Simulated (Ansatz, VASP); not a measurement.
**Sb: VASP beside Ansatz**

Contents of POSCAR:

```
Sb
1.0
    3.0563430401      0.0000000000      0.0000000000
    0.0000000000      3.0563430401      0.0000000000
    0.0000000000      0.0000000000      3.0563430401
Sb
1
Direct
    0.0000000000      0.0000000000      0.0000000000
```

File INCAR.step1:

```
ALGO     = Normal         # electronic algorithm
EDIFF    = 1E-4           # SCF threshold, eV
ENCUT    = 520            # plane-wave cutoff, eV
GGA      = PE             # functional
ISMEAR   = 0              # smearing method
LASPH    = T              # aspherical terms in the spheres
LCHARG   = F              # write CHGCAR
LREAL    = F              # projectors in reciprocal space
LWAVE    = T              # write WAVECAR
NBANDS   = 8              # bands
NELM     = 80             # most SCF steps
PREC     = Accurate       # precision mode
SIGMA    = 0.1            # smearing width, eV
```

The input INCAR.step2:

```
ALGO     = Normal         # electronic algorithm
EDIFF    = 1E-7           # SCF threshold, eV
ENCUT    = 520            # plane-wave cutoff, eV
ISIF     = 2              # what is computed and relaxed
ISMEAR   = 0              # smearing method
ISTART   = 1            
LASPH    = T              # aspherical terms in the spheres
LCHARG   = T              # write CHGCAR
LELF     = T              # ELF
LMIXTAU  = T            
LREAL    = F              # projectors in reciprocal space
LVHAR    = T            
LWAVE    = F              # write WAVECAR
METAGGA  = R2SCAN         # meta-GGA
NBANDS   = 8              # bands
NELM     = 80             # most SCF steps
PREC     = Accurate       # precision mode
SIGMA    = 0.1            # smearing width, eV
```

KPOINTS

```
k-points
0
Gamma
  14 14 14
```

Input for Ansatz:

```yaml
crystal:
  lattice:
    - [3.0563430401, 0.0, 0.0]
    - [0.0, 3.0563430401, 0.0]
    - [0.0, 0.0, 3.0563430401]
  atoms:
    - { symbol: Sb, position: [0.0, 0.0, 0.0] }
basis:
  ecutwfc: 500
kpoints:
  mp_grid: { grid: [14, 14, 14] }
hamiltonian:
  xc: r2scan
scf:
  occupations: { method: gaussian, width: 0.1 }
output:
  forces: true
  stress: true
  eigenvalues: true
```

Alike in both runs: task single point; functional r2SCAN; k mesh 14 × 14 × 14; occupations gaussian, width 0.1 eV; no spin polarisation.

|  | VASP | Ansatz |
| --- | --- | --- |
| version | VASP 6.6.1 | Ansatz 0.2.0 |
| potentials or method | VASP PAW PBE potentials, release 64 (Sb) | scalar-relativistic, plane waves, PAW |
| plane-wave cutoff (eV) | 520 | 500 |
| valence electrons in the cell | 5 | 15 |

|  | VASP | Ansatz | Ansatz less VASP |
| --- | --- | --- | --- |
| gap on the k mesh at the Fermi level (eV) | none | none | - |
| pressure (GPa) | 1.9 | 1.9 | -0.06 |

A gap of «none» marks a metal or a gap that the smearing closes. The functional is the same, so the differences come from potentials, cutoffs and numerics. The two sets of potentials don't hold the same shells in valence.

Caveats: the PAW data sets were made with another functional, which shifts forces and pressure a little (VASP). The runs have no spin-orbit coupling, so splittings on Sb are missing.
